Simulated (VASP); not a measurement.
Crystal: CdO.

```
Cd O
1.0
     0.00000    2.34950    2.34950
     2.34950    0.00000    2.34950
     2.34950    2.34950    0.00000
Cd O
1 1
Direct
  0.00000 0.00000 0.00000
  0.50000 0.50000 0.50000
```

```yaml
Program: VASP 6.6.1
Task: relaxation of cell and atoms
Functional: PBE
Potentials_or_basis: VASP PAW PBE potentials, release 64 (Cd, O)
Cutoff: 700 eV
k_mesh: 12 × 12 × 12
Occupations: gaussian, width 0.02 eV
Spin: no spin polarisation
```

At the start: pressure 7.4 GPa; volume 12.97 Å³/atom.

Task: How do energy, volume and symmetry change on relaxing?

Result: Over 3 steps the energy falls by 14.9 meV/atom and the volume is 13.65 Å³/atom (+5.3 %); space group Fm-3m (No. 225, to 0.05 Å).

Step by step:
| step | energy change (eV) | largest force (eV/Å) | pressure (GPa) | volume (Å³) |
| --- | --- | --- | --- | --- |
| 1 | 0.0000 | 0.0000 | 7.40 | 25.94 |
| 2 | -0.0175 | 0.0000 | -4.03 | 28.25 |
| 3 | -0.0299 | 0.0000 | -0.01 | 27.30 |

Final structure:
```yaml
crystal:
  lattice:
    - [0.00000, 2.38997, 2.38997]
    - [2.38997, 0.00000, 2.38997]
    - [2.38997, 2.38997, 0.00000]
  atoms:
    - { symbol: Cd, position: [0.00000, 0.00000, 0.00000] }
    - { symbol: O, position: [0.50000, 0.50000, 0.50000] }
```
